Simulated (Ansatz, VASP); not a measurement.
## One calculation of NaH, two programs

INCAR

```
PREC     = Accurate       # precision mode
ENCUT    = 520            # plane-wave cutoff, eV
EDIFF    = 1E-7           # SCF threshold, eV
ISMEAR   = -1             # smearing method
SIGMA    = 0.05           # smearing width, eV
LREAL    = False          # projectors in reciprocal space
LASPH    = True           # aspherical terms in the spheres
NELM     = 80             # most SCF steps
ALGO     = Normal         # electronic algorithm
ISIF     = 2              # what is computed and relaxed
LWAVE    = False          # write WAVECAR
LCHARG   = False          # write CHGCAR
GGA      = PE             # functional
NBANDS   = 11             # bands
```

KPOINTS

```
regular mesh
0
Gamma
  9 9 9
```

File POSCAR:

```
NaH
1.0
    2.9940116701      0.0000000000      0.0000000000
    0.0000000000      2.9940116701      0.0000000000
    0.0000000000      0.0000000000      2.9940116701
Na H
1 1
Direct
    0.0000000000      0.0000000000      0.0000000000
    0.5000000000      0.5000000000      0.5000000000
```

File input.yaml:

```yaml
crystal:
  lattice:
    - [2.9940116701, 0.0, 0.0]
    - [0.0, 2.9940116701, 0.0]
    - [0.0, 0.0, 2.9940116701]
  atoms:
    - { symbol: Na, position: [0.0, 0.0, 0.0] }
    - { symbol: H, position: [0.5, 0.5, 0.5] }
hamiltonian:
  xc: pbe
  pseudopotentials: { kind: paw }
kpoints:
  mp_grid: { grid: [9, 9, 9] }
scf:
  occupations: { method: fermi_dirac, width: 0.05 }
output:
  forces: true
  stress: true
  eigenvalues: true
  write_density: true
  write_potential: true
  elf: true
  volumetric_format: npy
```

Change from the starting cell: volume scaled by 1.04.

Alike in both runs: task single point; functional PBE; k mesh 9 × 9 × 9; occupations fermi-dirac, width 0.05 eV; no spin polarisation.

```csv
,VASP,Ansatz
version,VASP 6.6.1,Ansatz 0.2.0
potentials or method,"VASP PAW PBE potentials, release 64 (Na_pv, H)",Ansatz PAW
plane-wave cutoff (eV),520,420
valence electrons in the cell,8,10
```

```csv
,VASP,Ansatz,Ansatz less VASP
gap on the k mesh at the Fermi level (eV),1.48,1.48,+0.002
least direct gap on the mesh (eV),4.69,4.69,+0.003
pressure (GPa),-0.7,-0.7,+0.05
```

The two sets of potentials don't hold the same shells in valence.

Caveats: an odd mesh through Γ misses points on the zone boundary, where band edges often lie (VASP); odd divisions of the mesh miss points on the zone boundary, where band edges often lie, so the gap on the mesh can be too wide (Ansatz).
